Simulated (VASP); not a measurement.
CdSe: single point with PBE

CdSe:

```
Cd Se
1.0
     0.00000    3.02878    3.02878
     3.02878    0.00000    3.02878
     3.02878    3.02878    0.00000
Cd Se
1 1
Direct
  0.00000 0.00000 0.00000
  0.25000 0.25000 0.25000
```

Measurements of this composition are mostly on another form, of space group No. 186.

The cell isn't the ideal one: volume scaled by 0.96.

* Program: VASP 6.6.1
* Task: single point
* Functional: PBE
* Potentials or basis: VASP PAW PBE potentials, release 64 (Cd, Se)
* Cutoff: 520 eV
* k mesh: 8 × 8 × 8
* Occupations: fermi-dirac, width 0.05 eV
* Spin: no spin polarisation

```json
{
 "Pressure": "3.9 GPa",
 "Band gap on the k mesh": "0.63 eV, direct"
}
```

Levels at points of the mesh, in eV from the valence-band top:
```
           k point  band 6  band 7  band 8  band 9  band 10  band 11  band 12  band 13
(0.00, 0.00, 0.00)   -7.59    0.00    0.00    0.00     0.63     5.94     5.94     5.94
(0.50, 0.00, 0.00)   -7.29   -4.46   -0.77   -0.77     2.41     6.45     6.45     7.46
(0.50, 0.50, 0.00)   -7.22   -4.14   -1.90   -1.90     3.11     3.77     9.18    10.29
```

Run time: 19 s on 1 thread of Intel(R) Xeon(R) Platinum 8488C (Sapphire Rapids), on a shared host, peak memory 0.18 GiB.
